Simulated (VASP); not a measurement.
A run of VASP 6.6.1 is set up as follows.

INCAR

```
SYSTEM = P
PREC     = Accurate       ! precision mode
ENCUT    = 600            ! plane-wave cutoff, eV
EDIFF    = 1E-6           ! SCF threshold, eV
ISMEAR   = 0              ! smearing method
SIGMA    = 0.03           ! smearing width, eV
LREAL    = .FALSE.        ! projectors in reciprocal space
LASPH    = .TRUE.         ! aspherical terms in the spheres
NELM     = 80             ! most SCF steps
ALGO     = Normal         ! electronic algorithm
ISIF     = 3              ! what is computed and relaxed
LWAVE    = .FALSE.        ! write WAVECAR
LCHARG   = .FALSE.        ! write CHGCAR
GGA      = PE             ! functional
IBRION   = 2              ! ionic algorithm
NSW      = 90             ! ionic steps
EDIFFG   = -0.01          ! ionic threshold
```

File KPOINTS:

```
Automatic mesh
0
G
  10 10 8
  0 0 0
```

Contents of POSCAR:

```
P
1.0
    1.6582000000     -5.2420000000      0.0000000000
    1.6582000000      5.2420000000      0.0000000000
    0.0000000000      0.0000000000      4.3793000000
P
4
Direct
    0.8983800000      0.1016200000      0.0806800000
    0.6016200000      0.3983800000      0.5806800000
    0.1016200000      0.8983800000      0.9193200000
    0.3983800000      0.6016200000      0.4193200000
```

Potentials or basis: VASP PAW PBE potentials, release 64 (P).

Run with:

```bash
$ cat potpaw_PBE.64/P/POTCAR > POTCAR
$ mpirun -np 1 vasp_std > vasp.out
```

Q: Estimate the band gap on the k mesh.

A: 0.13 eV, direct.

Q: Predict the relaxed cell.

A: a = 5.853 Å, b = 5.853 Å, c = 4.553 Å, α = 90.00°, β = 90.00°, γ = 147.18°.

Q: Estimate the space group after relaxing (to 0.05 Å).

A: Cmce (No. 64).

Q: Estimate the relaxed volume.

A: 21.14 Å³/atom.

Forces in eV/Å, atoms in the order of the input:
```
P    0.000 -0.010 -0.002
P    0.000  0.010 -0.002
P    0.000  0.010  0.002
P    0.000 -0.010  0.002
```

Caveat: the volume moved by +11 % from the deposited cell, more than functionals usually miss. Zero-point motion and thermal expansion aren't in these numbers.
